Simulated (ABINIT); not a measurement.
The system is CoO.

```
Co O
1.0
     0.00000    2.13150    2.13150
     2.13150    0.00000    2.13150
     2.13150    2.13150    0.00000
Co O
1 1
Direct
  0.00000 0.00000 0.00000
  0.50000 0.50000 0.50000
```

```yaml
Program: ABINIT 10.8.3 (patched build)
Task: relaxation of cell and atoms
Functional: LDA
Potentials_or_basis: PseudoDojo NC SR LDA v0.4.1 standard
Cutoff: 1306 eV
k_mesh: 8 × 8 × 8
Occupations: fermi-dirac, width 0.05 eV
Spin: collinear spin, ferromagnetic start
Starting_moments: "[2.0, 0.0] μB"
```

At the start: pressure -19.9 GPa; volume 9.68 Å³/atom.

Task: How do energy, volume and symmetry change on relaxing?

Result: Over 6 steps the energy falls by 85.0 meV/atom and the volume is 8.36 Å³/atom (-13.7 %); space group Fm-3m (No. 225, to 0.05 Å); moment 1.99 μB per cell.

The path:
```csv
step,energy change (eV),largest force (eV/Å),pressure (GPa),volume (Å³)
1,0.0000,0.0000,-19.91,19.37
2,-0.1116,0.0000,-10.58,18.21
3,-0.1638,0.0000,-4.89,17.10
4,-0.1626,0.0000,5.50,16.29
5,-0.1700,0.0000,0.07,16.71
6,-0.1700,0.0000,-0.01,16.71
```

Final structure:
```
CELL_PARAMETERS angstrom
0.00000 2.02929 2.02929
2.02929 0.00000 2.02929
2.02929 2.02929 0.00000
ATOMIC_POSITIONS crystal
Co 0.00000 0.00000 0.00000
O 0.50000 0.50000 0.50000
```

Caveat: the volume moved by -14 % from the deposited cell, more than functionals usually miss; a cell with one magnetic atom can't hold antiferromagnetic order, which such compounds often take.
